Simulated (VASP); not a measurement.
# GaAs in VASP: one cell, several levels of theory, part 1 of 2

Aim: gap, levels, forces and stress of GaAs built on the zincblende prototype, under -3.0 % biaxial strain in x and y, free along z at fixed geometry. Runs: PBE, r2SCAN.

Code: VASP 6.6.1. PAW datasets, plane waves. Spin-unpolarised throughout; all numbers are computed.

**1. The cell**

The cell comes from an earlier relaxation with r2SCAN in another program, then strained, with the atoms relaxed again.

It is tetragonal, I-4m2 (No. 119); a = 3.886 Å, c = 5.809 Å in the conventional setting, 21.94 Å³ an atom. Near Ga stand 4 As at 2.43 Å; near As stand 4 Ga at 2.43 Å.

The structure in full:

```cif
data_structure
_symmetry_space_group_name_H-M 'P 1'
_symmetry_Int_Tables_number 1
_cell_length_a 3.9985
_cell_length_b 3.9985
_cell_length_c 3.8864
_cell_angle_alpha 60.924
_cell_angle_beta 60.924
_cell_angle_gamma 58.153
_cell_volume 43.87
loop_
_atom_site_label
_atom_site_type_symbol
_atom_site_fract_x
_atom_site_fract_y
_atom_site_fract_z
_atom_site_occupancy
Ga1 Ga 0.00000 0.00000 0.00000 1
As1 As 0.25000 0.25000 0.25000 1
```

**2. PBE**

File INCAR:

```
ENCUT = 520.000000
SIGMA = 0.020000
EDIFF = 1.00e-07
GGA = PE
PREC = Accurate
IBRION = -1
ISIF = 2
ISMEAR = -1
NBANDS = 16
NELM = 120
NSW = 0
LASPH = .TRUE.
LCHARG = .FALSE.
LWAVE = .FALSE.
LREAL = .FALSE.
```

File KPOINTS:

```
KPOINTS created by Atomic Simulation Environment
0
Gamma
8 8 8
0 0 0
```

File KPOINTS_OPT:

```
special points
6
Reciprocal
0.0000000000 0.0000000000 0.0000000000 1
-0.5000000000 -0.5000000000 0.0000000000 1
-0.3750000000 -0.3750000000 0.2500000000 1
-0.3750000000 0.0000000000 0.3750000000 1
0.0000000000 0.0000000000 0.5000000000 1
-0.5000000000 -0.2500000000 0.2500000000 1
```

File POSCAR:

```
Ga As
 1.0000000000000000
     0.0000000000000000    2.7480925425999998    2.9045266156000000
     2.7480925425999998    0.0000000000000000    2.9045266156000000
     2.7480925425999998    2.7480925425999998    0.0000000000000000
 Ga  As
   1   1
Cartesian
  0.0000000000000000  0.0000000000000000  0.0000000000000000
  1.3740462712999997  1.3740462712999997  1.4522633077999998
```

Potentials: the recommended PBE PAW datasets, 18 valence electrons in the neutral cell.

Started as:

```console
mpirun -np 1 vasp_std
```

Printed to the terminal (iteration lines stand in OSZICAR):

```text
POSCAR found type information on POSCAR GaAs
 POSCAR found :  2 types and       2 ions
 LDA part: xc-table for (Slater+PW92), standard interpolation
 POSCAR, INCAR and KPOINTS ok, starting setup
 FFT: planning ... GRIDC
 FFT: planning ... GRID_SOFT
 FFT: planning ... GRID
 WAVECAR not read
 entering main loop
 Start KPOINTS_OPT (optional k-point list driver)
k-point batch [1-6\6]
```

OSZICAR:

```text
N       E                     dE             d eps       ncg     rms          rms(c)
DAV:   1     0.846090743159E+02    0.84609E+02   -0.90056E+03  1944   0.157E+03
DAV:   2    -0.177323305914E+01   -0.86382E+02   -0.82362E+02  2176   0.313E+02
DAV:   3    -0.826032602757E+01   -0.64871E+01   -0.64668E+01  2344   0.664E+01
DAV:   4    -0.835793164746E+01   -0.97606E-01   -0.97585E-01  2344   0.907E+00
DAV:   5    -0.835930037414E+01   -0.13687E-02   -0.13687E-02  2464   0.964E-01    0.299E+00
DAV:   6    -0.821199489614E+01    0.14731E+00   -0.21421E-01  2848   0.820E+00    0.182E+00
DAV:   7    -0.819016273386E+01    0.21832E-01   -0.68325E-02  2448   0.193E+00    0.566E-01
DAV:   8    -0.819091904511E+01   -0.75631E-03   -0.10556E-02  2288   0.116E+00    0.121E-01
DAV:   9    -0.819130792171E+01   -0.38888E-03   -0.94595E-04  2336   0.349E-01    0.486E-02
DAV:  10    -0.819137112200E+01   -0.63200E-04   -0.73605E-05  2632   0.962E-02    0.264E-02
DAV:  11    -0.819141831157E+01   -0.47190E-04   -0.65421E-05  2152   0.623E-02    0.277E-03
DAV:  12    -0.819141855793E+01   -0.24636E-06   -0.11962E-06  2440   0.160E-02    0.150E-03
DAV:  13    -0.819141879316E+01   -0.23523E-06   -0.49635E-07  2328   0.483E-03    0.699E-04
DAV:  14    -0.819141877907E+01    0.14088E-07   -0.73891E-09  1784   0.876E-04
   1 F= -.81914188E+01 E0= -.81914188E+01  d E =-.105628E-08
       N       E                     dE             ncg
DAV:   1     0.167827695559E+04   -0.32639E+04      192
DAV:   2     0.117185608360E+04   -0.50642E+03      208
DAV:   3     0.113461618076E+04   -0.37240E+02      256
DAV:   4     0.113406512094E+04   -0.55106E+00      240
DAV:   5     0.113405824148E+04   -0.68795E-02      264
DAV:   6     0.113405801301E+04   -0.22847E-03      296
DAV:   7     0.113405801267E+04   -0.33377E-06      248
DAV:   8     0.113405801267E+04   -0.22499E-08      208
```

The lines after F= are the extra pass for the points of KPOINTS_OPT, at fixed density; their E is not a total energy.

OUTCAR, selected sections:

```text
k-points           NKPTS =     59   k-points in BZ     NKDIM =     59   number of bands    NBANDS=     16

   NELECT =      18.0000    total number of electrons

   dimension x,y,z NGX =    30 NGY =   30 NGZ =   30
   dimension x,y,z NGXF=    60 NGYF=   60 NGZF=   60

  energy-cutoff  :      520.00
  volume of cell :       43.87
      direct lattice vectors                 reciprocal lattice vectors
     0.000000000  2.748092543  2.904526616    -0.181944382  0.181944382  0.172145091
     2.748092543  0.000000000  2.904526616     0.181944382 -0.181944382  0.172145091
     2.748092543  2.748092543  0.000000000     0.181944382  0.181944382 -0.172145091

 k-points in reciprocal lattice and weights: KPOINTS created by Atomic Simulation Env
   0.00000000  0.00000000  0.00000000       0.002
   0.12500000  0.00000000  0.00000000       0.016
   0.25000000  0.00000000  0.00000000       0.016
   0.37500000  0.00000000  0.00000000       0.016
   0.50000000  0.00000000  0.00000000       0.008
   0.12500000  0.12500000  0.00000000       0.004
   0.25000000  0.12500000  0.00000000       0.016
   0.37500000  0.12500000  0.00000000       0.016
[... 51 more k-points ...]

 E-fermi :   4.6392

 k-point     1 :       0.0000    0.0000    0.0000
  band No.  band energies     occupation
      1     -10.6621      2.00000
      2     -10.6475      2.00000
      3     -10.6475      2.00000
      4     -10.5705      2.00000
      5     -10.5637      2.00000
      6      -8.7203      2.00000
      7       3.9767      2.00000
      8       4.3317      2.00000
      9       4.3317      2.00000
     10       4.9327      0.00000
     11       7.9184      0.00000
     12       7.9184      0.00000
     13       8.0675      0.00000
     14      11.8941      0.00000
     15      13.7898      0.00000
     16      14.9712      0.00000

 k-point     2 :       0.1250    0.0000    0.0000
  band No.  band energies     occupation
      1     -10.6700      2.00000
      2     -10.6512      2.00000
      3     -10.6438      2.00000
      4     -10.5711      2.00000
      5     -10.5633      2.00000
      6      -8.5294      2.00000
      7       2.2526      2.00000
      8       3.8328      2.00000
      9       4.1088      2.00000
     10       5.9380      0.00000
     11       8.2195      0.00000
     12       8.2895      0.00000
     13       8.6081      0.00000
     14      12.7832      0.00000
     15      13.1401      0.00000
     16      13.9247      0.00000

 k-point     3 :       0.2500    0.0000    0.0000
  band No.  band energies     occupation
      1     -10.7015      2.00000
      2     -10.6445      2.00000
      3     -10.6355      2.00000
      4     -10.5716      2.00000
      5     -10.5613      2.00000
      6      -7.9962      2.00000
      7       0.0167      2.00000
      8       3.3230      2.00000
      9       3.6970      2.00000
     10       5.7314      0.00000
     11       8.7657      0.00000
     12       8.9038      0.00000
     13      10.3357      0.00000
     14      12.9206      0.00000
     15      13.4420      0.00000
     16      13.5360      0.00000

 k-point     4 :       0.3750    0.0000    0.0000
  band No.  band energies     occupation
      1     -10.7304      2.00000
      2     -10.6380      2.00000
      3     -10.6290      2.00000
      4     -10.5704      2.00000
      5     -10.5575      2.00000
      6      -7.2772      2.00000
      7      -1.7945      2.00000
      8       2.9311      2.00000
      9       3.3845      2.00000
     10       5.3732      0.00000
     11       8.7940      0.00000
     12       9.0891      0.00000
     13      11.9704      0.00000
     14      13.2463      0.00000
     15      14.4008      0.00000
     16      14.7381      0.00000

 k-point     5 :       0.5000    0.0000    0.0000
  band No.  band energies     occupation
      1     -10.7416      2.00000
      2     -10.6358      2.00000
      3     -10.6270      2.00000
      4     -10.5693      2.00000
      5     -10.5553      2.00000
      6      -6.8616      2.00000
      7      -2.5835      2.00000
      8       2.7898      2.00000
      9       3.2733      2.00000
     10       5.2394      0.00000
     11       8.7312      0.00000
     12       9.0603      0.00000
     13      12.0250      0.00000
     14      14.7520      0.00000
     15      15.9898      0.00000
     16      16.3381      0.00000

 k-point     6 :       0.1250    0.1250    0.0000
  band No.  band energies     occupation
      1     -10.6843      2.00000
      2     -10.6403      2.00000
      3     -10.6403      2.00000
      4     -10.5689      2.00000
      5     -10.5654      2.00000
      6      -8.4826      2.00000
      7       2.0741      2.00000
      8       3.6734      2.00000
      9       3.6734      2.00000
     10       6.7115      0.00000
     11       7.4448      0.00000
     12       8.9114      0.00000
     13       8.9114      0.00000
     14      11.7435      0.00000
     15      13.0737      0.00000
     16      15.2057      0.00000

 k-point     7 :       0.2500    0.1250    0.0000
  band No.  band energies     occupation
      1     -10.7067      2.00000
      2     -10.6360      2.00000
      3     -10.6318      2.00000
      4     -10.5678      2.00000
      5     -10.5667      2.00000
      6      -8.0761      2.00000
      7       0.4808      2.00000
      8       2.9870      2.00000
      9       3.2005      2.00000
     10       6.9375      0.00000
     11       7.8205      0.00000
     12       9.6567      0.00000
     13       9.7287      0.00000
     14      11.8323      0.00000
     15      14.3901      0.00000
     16      14.7534      0.00000

 k-point     8 :       0.3750    0.1250    0.0000
  band No.  band energies     occupation
      1     -10.7301      2.00000
      2     -10.6335      2.00000
      3     -10.6245      2.00000
      4     -10.5673      2.00000
      5     -10.5646      2.00000
      6      -7.4076      2.00000
      7      -1.2714      2.00000
      8       2.2311      2.00000
      9       2.9378      2.00000
     10       6.6553      0.00000
     11       8.3140      0.00000
     12       9.9928      0.00000
     13      10.6820      0.00000
     14      13.4727      0.00000
     15      14.4337      0.00000
     16      15.2398      0.00000

 k-point     9 :       0.5000    0.1250    0.0000
  band No.  band energies     occupation
      1     -10.7438      2.00000
      2     -10.6325      2.00000
      3     -10.6220      2.00000
      4     -10.5684      2.00000
      5     -10.5600      2.00000
      6      -6.8066      2.00000
      7      -2.4173      2.00000
      8       1.7332      2.00000
      9       2.9572      2.00000
     10       6.4676      0.00000
     11       8.4026      0.00000
     12       9.7374      0.00000
     13      12.3006      0.00000
     14      14.0186      0.00000
     15      15.5509      0.00000
     16      16.0625      0.00000

 k-point    10 :      -0.3750    0.1250    0.0000
  band No.  band energies     occupation
      1     -10.7399      2.00000
      2     -10.6336      2.00000
      3     -10.6242      2.00000
      4     -10.5721      2.00000
      5     -10.5576      2.00000
      6      -6.9210      2.00000
      7      -2.1804      2.00000
      8       1.5894      2.00000
      9       3.2409      2.00000
     10       6.4803      0.00000
     11       8.6804      0.00000
     12       9.4292      0.00000
     13      11.9445      0.00000
     14      13.8633      0.00000
     15      13.9887      0.00000
     16      16.4452      0.00000

 k-point    11 :      -0.2500    0.1250    0.0000
  band No.  band energies     occupation
      1     -10.7185      2.00000
      2     -10.6385      2.00000
      3     -10.6309      2.00000
      4     -10.5749      2.00000
      5     -10.5590      2.00000
      6      -7.5930      2.00000
      7      -0.7314      2.00000
      8       1.8459      2.00000
      9       3.6966      2.00000
     10       6.6772      0.00000
     11       8.8522      0.00000
     12       9.0269      0.00000
     13      10.4009      0.00000
     14      12.6910      0.00000
     15      13.9025      0.00000
     16      15.5909      0.00000

 k-point    12 :      -0.1250    0.1250    0.0000
  band No.  band energies     occupation
      1     -10.6875      2.00000
      2     -10.6480      2.00000
      3     -10.6395      2.00000
      4     -10.5739      2.00000
      5     -10.5614      2.00000
      6      -8.2092      2.00000
      7       1.0676      2.00000
      8       2.6153      2.00000
      9       4.1071      2.00000
     10       6.6749      0.00000
     11       8.0563      0.00000
     12       8.4246      0.00000
     13       9.8665      0.00000
     14      12.7828      0.00000
     15      13.5762      0.00000
     16      14.1883      0.00000

[... the tables of k-points 13 to 59 left out ...]

  Total        1.9257608      1.9257608      0.9246620      0.0000000      0.0000000      0.0000000
  in kB       70.3306884     70.3306884     33.7695695      0.0000000      0.0000000      0.0000000
  external PRESSURE =      58.1436487 kB  Pullay stress =       0.0000000 kB

 POSITION                                       TOTAL-FORCE (eV/Angst)
 -----------------------------------------------------------------------------------
      0.00000      0.00000      0.00000         0.000000      0.000000      0.000000
      1.37405      1.37405      1.45226        -0.000000     -0.000000     -0.000000
 -----------------------------------------------------------------------------------
    total drift:                                0.000001      0.000001      0.000001

  FREE ENERGIE OF THE ION-ELECTRON SYSTEM (eV)
  ---------------------------------------------------
  free  energy   TOTEN  =        -8.1914187791 eV

  energy  without entropy=       -8.1914187780  energy(sigma->0) =       -8.19141878
```

Run time: 49 s. Hardware: 1 MPI rank of Intel Xeon Platinum 8488C, shared host; peak memory 0.22 GiB.

The levels at the points of KPOINTS_OPT are read from vasprun.xml.

Near the gap, in eV above the top of the last filled band v; c is the band after it:

```
point    v−1      v     c   c+1
    Γ   0.00   0.00  0.60  3.59
    X  -2.64  -2.64  1.54  1.88
    U  -4.13  -2.19  2.14  5.02
    K  -4.12  -2.59  1.68  4.37
    L  -1.54  -1.06  0.91  4.40
    W  -3.77  -3.59  4.73  4.79
```

The PBE gap is 0.60 eV, direct at Γ. The pressure is 5.81 GPa; the forces vanish within 0.01 eV/Å.

(Continued in part 2 of 2.)
